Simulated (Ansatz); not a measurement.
Notes on Pt

```
Pt
1.0
     0.00000    1.93705    1.93705
     1.93705    0.00000    1.93705
     1.93705    1.93705    0.00000
Pt
1
Direct
  0.00000 0.00000 0.00000
```

Method: PBE, spin-orbit coupling; PAW, plane waves to 420 eV, 15×15×15 Γ-centred mesh, methfessel-paxton occupations (width 0.0767 eV) (Ansatz 0.2.0), atoms fixed.

The state carries no moments; the state need not be the lowest.

Electronic structure: It is a metal, with about 1.4 states/eV a cell as the mean within 0.25 eV of the Fermi level, mostly Pt d (96 %).
Stress: The pressure is 22.4 GPa (compression positive), so with the atoms held at these fractions the cell would first expand.

Origin: a known structure type with other elements, at an estimated volume, so it need not be a known compound. Caveats: atoms or cell far from equilibrium.
